A platinum atom weighs about six times as much as a sulphur atom, so in PtS₂ one might look for a clear mark of the heavy metal in the vibrations. The table gives the frequencies of the bulk crystal from density-functional theory, for motions in which every unit cell moves in step. The crystal consists of flat layers, each a sheet of Pt between two sheets of S, with one layer per cell. Every Pt has six S neighbours, three above and three below. The problem is to read the forces between the atoms from the pattern of frequencies.

Harmonic phonon frequencies of bulk PtS₂ (P-3m1) at the relaxed cell, computed with VASP 6.6.1 and PBEsol, without dispersion correction or spin–orbit coupling. The runs use the recommended PBE PAW potentials, a 600 eV cutoff, a 7×7×4 k mesh and Fermi–Dirac smearing of 0.05 eV. Phonon q row 1 is the Γ point, q = (0, 0, 0).

| row | phonon q row (row) | phonon frequency (cm⁻¹) |
| --- | --- | --- |
| 1 | 1 | 0.0 |
| 2 | 1 | 0.0 |
| 3 | 1 | 0.0 |
| 4 | 1 | 298.0 |
| 5 | 1 | 298.0 |
| 6 | 1 | 307.6 |
| 7 | 1 | 307.6 |
| 8 | 1 | 323.1 |
| 9 | 1 | 327.8 |

**(a) Why do the nine frequencies come as three zeros, two pairs and two single values, and how do the atoms move in each?**

*Solution.* Take one direction in space at a time. Three atoms that can move along one line have three independent motions. In the first, all three shift together. In the second, the two S atoms move in opposite senses while Pt rests. In the third, the two S atoms move together and Pt moves against them. Three directions then give nine modes.

The first kind of motion displaces the crystal as a whole, stretches no bond and costs no energy. It accounts for the three zeros. The other two kinds strain the Pt–S bonds, so the frequency jumps at once to 298.0 cm⁻¹. Soft motions in which one layer slides over the next do not fall between, because here all layers move in step.

The threefold axis of the crystal makes the two directions within the layer equivalent. Each in-plane motion therefore appears twice at the same frequency, which gives the pairs at 298.0 and 307.6 cm⁻¹. Motion perpendicular to the layer has no such twin and gives the single values at 323.1 and 327.8 cm⁻¹.

Pt sits at a centre of inversion, which keeps the second and third kinds of motion from mixing. The one with Pt at rest is called even (g) and is seen in Raman scattering. The one with Pt moving is called odd (u) and is seen in infrared absorption. Each direction has one of each, so the two pairs are an even and an odd partner, and so are the two single modes. Symmetry does not say which partner lies higher, and the reasoning below is carried through for both orders.

**(b) How far apart should the motion of Pt put the even and odd partners, and what does the actual spacing say about the forces?**

*Solution.* Let $K$ be the total force constant that ties one S atom to the Pt atoms, for a given direction. Let $k$ be the force constant that ties it to the S atoms of the other sheet, summed over all of them. The masses are $m_S$ and $m_{Pt}$, and $\omega$ is the angular frequency.

In the even mode Pt rests. An S atom displaced by $x$ is pulled back by $Kx$. The opposite S sheet has moved by $-x$, so the S–S coupling adds $2kx$:

$$\omega_g^2=\frac{K+2k}{m_S}.$$

In the odd mode the two S atoms keep their distance, and $k$ drops out. Pt must recoil so that the centre of mass stays in place, by $2m_S/m_{Pt}$ times the displacement of S. The recoil increases the strain between S and Pt, and with it the restoring force:

$$\omega_u^2=\frac{K}{m_S}\left(1+\frac{2m_S}{m_{Pt}}\right).$$

Suppose first that S atoms feel only Pt, so that $k=0$. With a mass ratio of 6.09, the odd mode should then lie above the even one by the factor

$$\sqrt{1+\frac{2}{6.09}}=1.15.$$

This estimate has no adjustable constant. Above the lower pair it amounts to about 45 cm⁻¹.

The table shows far less. The two pairs are 9.6 cm⁻¹ apart and the two single modes only 4.7 cm⁻¹. Heavy as it is, Pt recoils enough to matter, so something must offset the effect. In the two equations only $k$ can do so: coupling between the S sheets stiffens the even mode and leaves the odd one alone.

The size of this coupling follows from the same equations. Dividing the squared frequency ratio by the recoil factor gives $K/(K+2k)$, the stiffness of the odd mode relative to the even one. It lies between 0.71 and 0.80 for both directions and for either order of the partners. Hence $k$ is roughly an eighth to a fifth of $K$. A shift of a few cm⁻¹ would leave this conclusion standing. How far another layer spacing, or spin–orbit coupling, left out here, would move the frequencies was not computed.

The equations also show when the two partners coincide:

$$\frac{k}{K}=\frac{m_S}{m_{Pt}}.$$

The left side is a matter of bonding and the right side a matter of mass, and no symmetry links them. In PtS₂ they happen to be close, and that is why the heavy metal leaves so faint a mark. The near-equality of the frequencies is a balance of two effects, each of them sizeable.

The same condition serves for a neighbouring compound. In the selenide with the same type of layer, the anion is much heavier while the metal is unchanged, so the right side grows. Unless the ratio $k/K$ grows in step, the balance is lost and the odd modes rise above their even partners. The six nonzero frequencies should also fall, because the anions do most of the moving.

Where the S–S coupling acts is a separate question. In the relaxed cell the nearest S atoms of opposite sheets are 3.16 Å apart through a layer and 3.17 Å apart across the gap between layers. Distance therefore singles out neither contact. Nor need the coupling be a direct push between S atoms, since the bonds that both sheets form with the same Pt can pass it on. The share that acts across the gap depends on the layer spacing, which was relaxed here with a functional that has no explicit dispersion term. The relaxation drew the layers closer together than in the starting structure, so the near-equality of the two contacts belongs to this computed cell.

**(c) Do springs along the Pt–S bonds explain why the single modes lie above the pairs?**

*Solution.* Give every Pt–S bond the same spring and no other force. A displaced S atom then feels only the stretching of its three bonds, and the stiffness depends on how far the bonds point along the motion. Let $h$ be the height of S above the Pt sheet and $d$ the sideways distance from S to Pt. The stiffness is proportional to $3h^2$ perpendicular to the layer. Within the layer it is proportional to $\tfrac{3}{2}d^2$, because for three bonds spread evenly around the axis, the squared cosine of the angle between a bond's sideways part and any given in-plane direction averages one half.

The masses enter both directions alike, so the frequency ratio for modes of the same parity is

$$\frac{\omega_\perp}{\omega_\parallel}=\sqrt{2}\,\frac{h}{d}.$$

In a regular octahedron this ratio is one. The relaxed cell has $h=0.2492\times4.8065=1.20$ Å and $d=3.5674/\sqrt{3}=2.06$ Å, which gives 0.82. The octahedron is flattened and its bonds lean towards the plane, so bond springs alone would put the perpendicular modes below the in-plane ones.

The table has the opposite order, since both single modes lie above both pairs. For the odd modes the perpendicular frequency is 1.05 to 1.10 times the in-plane one, whichever partner is which. The spring estimate is about a quarter too low. The S–S coupling of part (b) cannot repair this, because in the odd modes no S–S distance changes.

The force between S and Pt is thus more than a set of independent bond springs, and the additional part favours the perpendicular direction. One plausible source is that the three bonds on one side of Pt resist being stretched together more than each would alone. Another is that the angles between the three bonds at an S atom resist change, since all three open or close together when S moves perpendicular to the layer. These are conjectures, and the frequencies do not decide between them. The overall electric field that can accompany a polar vibration is no candidate here, because the calculation holds its average over the crystal at zero.

The two simple pictures therefore differ in standing. The S–S coupling in part (b) follows from the frequencies, the masses and symmetry, whatever the origin of the forces. The bond springs of part (c) are a guess about that origin, and the order of the modes refutes it. The printed analysis below lists the splittings, the recoil estimate and the geometric ratio, and gives the relative stiffness of the odd and even modes for both orders of the partners.

Printed output of the fit:

```
number of zero modes: 3
number of optical modes: 6
width of the optical window in 1/cm: 29.8
highest over lowest optical frequency: 1.1
splitting of the two in-plane pairs in 1/cm: 9.6
splitting of the two in-plane pairs in percent: 3.221
splitting of the two out-of-plane modes in 1/cm: 4.7
splitting of the two out-of-plane modes in percent: 1.455
gap from upper pair to lower single mode in 1/cm: 15.5
mass ratio Pt to S: 6.094
u over g frequency from Pt recoil alone: 1.152
recoil splitting expected above the lower pair in 1/cm: 45.44
recoil splitting expected above the lower single mode in 1/cm: 49.27
in-plane stiffness u over g if u is the upper pair: 0.8022
in-plane stiffness u over g if u is the lower pair: 0.7066
out-of-plane stiffness u over g if u is the upper mode: 0.775
out-of-plane stiffness u over g if u is the lower mode: 0.7315
Pt-S bond length in the relaxed cell in angstrom: 2.383
S-S distance through one layer in angstrom: 3.159
S-S distance across the gap in angstrom: 3.171
out-of-plane over in-plane frequency from bond springs alone: 0.8224
highest over lowest optical frequency from bond springs alone: 1.401
smallest possible A2u over Eu ratio in the table: 1.05
largest possible A2u over Eu ratio in the table: 1.1
```
